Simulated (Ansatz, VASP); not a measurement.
**AlN in VASP and in Ansatz**

```xyz
4
Lattice="3.0886 0.0000 -0.3089 -1.5443 2.6748 0.1544 -0.4944 0.0000 5.1413" Properties=species:S:1:pos:R:3 pbc="T T T"
Al    0.0327    1.7803    0.0330
Al    1.3299    0.8945    2.4493
N    -0.2231    1.8093    1.9464
N     1.0741    0.8656    4.3626
```

Change from the starting cell: engineering shear strain xz -0.2000, normal strain along z +0.0400.

Alike in both runs: functional LDA; k mesh 9 × 9 × 6; occupations gaussian, width 0.05 eV; no spin polarisation.

Ansatz relaxed the structure, and its values are those at the end. VASP's run is a single point on that final structure, the one shown.

|  | VASP | Ansatz |
| --- | --- | --- |
| version | VASP 6.6.1 | Ansatz 0.2.0 |
| potentials or method | VASP PAW LDA potentials, release 64 (Al, N) | scalar-relativistic, plane waves, PAW |
| plane-wave cutoff (eV) | 520 | 520 |
| valence electrons in the cell | 16 | 16 |

VASP gave:

| Item | Value |
| --- | --- |
| gap on the k mesh at the Fermi level (eV) | 3.36 |
| least direct gap on the mesh (eV) | 3.36 |
| pressure (GPa) | -6.5 |
| rms of the force components (eV/Å) | 0.012 |

**Question.** Estimate Ansatz's values.

**Answer.** gap on the k mesh at the Fermi level (eV): 3.36; least direct gap on the mesh (eV): 3.36; pressure (GPa): -7.0; rms of the force components (eV/Å): 0.003.

Ansatz warned: «pseudo_functional_mismatch».

Caveats: an odd mesh through Γ misses points on the zone boundary, where band edges often lie.
